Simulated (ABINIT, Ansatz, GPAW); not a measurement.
**Cost and result for the band gap of ZrS2**

Symmetry: P-3m1, No. 164, trigonal system. Conventional cell: a = 3.691 Å, b = 3.691 Å, c = 6.041 Å, α = 90.00°, β = 90.00°, γ = 120.00°. Around Zr (site symmetry -3m) lie 6 S at 2.57 Å. S (site symmetry 3m) is surrounded by 3 Zr at 2.57 Å.

```tsv
rung	level	program and potentials	cutoff (eV)	k mesh	task	core time	chip	band gap (eV)	miss (eV)	notes
GGA	PBE	Ansatz, Ansatz PAW (files of its older set among them)	580	8 × 8 × 5	band structure	10 s	Arm Neoverse V2	1.03	-0.65	from the band path
GGA	PBE	Ansatz, JTH PAW	990	8 × 8 × 5	band structure	19 s	Arm Neoverse V2	1.03	-0.65	from the band path
G0W0	G0W0 on HSE06	Ansatz, Ansatz PAW	420	6 × 6 × 4	G0W0 quasiparticle levels	66 s	AMD EPYC 7R13 Zen 3	2.28	+0.60	bands, basis or mesh of the many-body step not converged; potentials made for PBE, which Ansatz adapts in part; response cutoff 120 eV, empty bands 212
LDA	LDA	ABINIT, JTH PAW LDA v2.0	544	8 × 8 × 5	band structure	73 s	Intel Xeon Platinum 8488C Sapphire Rapids	0.91	-0.77	from the band path
GGA	revPBE	ABINIT, JTH PAW PBE v2.0	544	8 × 8 × 5	band structure	77 s	Intel Xeon Platinum 8488C Sapphire Rapids	(a)	?	potentials made for PBE; from the band path
GGA	RPBE	ABINIT, JTH PAW PBE v2.0	544	8 × 8 × 5	band structure	77 s	Intel Xeon Platinum 8488C Sapphire Rapids	1.09	-0.59	potentials made for PBE; from the band path
GGA	BP86	ABINIT, JTH PAW PBE v2.0	544	8 × 8 × 5	band structure	91 s	Intel Xeon Platinum 8488C Sapphire Rapids	1.02	-0.66	potentials made for PBE; from the band path
LDA + U (7 eV)	LDA+U (Zr d U = 7 eV)	GPAW, the program's PAW data sets (release 1.2.1) made for this functional	600	6 × 6 × 3	band structure	2.6 min	AMD EPYC 7571	1.98	+0.30	from the band path
meta-GGA + U (1 eV)	r2SCAN+U (Zr d U = 1 eV)	GPAW, GPAW PAW data sets (gpaw-data 1.2.1)	600	6 × 6 × 3	band structure	3.1 min	Intel Xeon Platinum 8488C Sapphire Rapids	1.51	-0.17	potentials made for PBE; from the band path
```

Times are single runs on shared hosts and different chips, so they are rough; meshes, cutoffs and the tasks' sizes weigh on the time. All rows: no spin polarisation. Gaps are the least found on the k mesh or the band path, and a mesh can miss the band edges. Meshes differ between rows, which moves values too. All levels ran on this one cell, unrelaxed unless noted. Meshes are those of the run's cell of 3 atoms unless a note names another. Misses use the values as printed. Runs on faulty files, with rough fits or with known faults for this quantity aren't shown. No row holds spin-orbit coupling.

Measured: 1.68 eV (arxiv:2210.12074). The runs are for a static lattice.

Task: Estimate the value left out from the other rows.

Result: (a) 1.07 eV, miss -0.61.
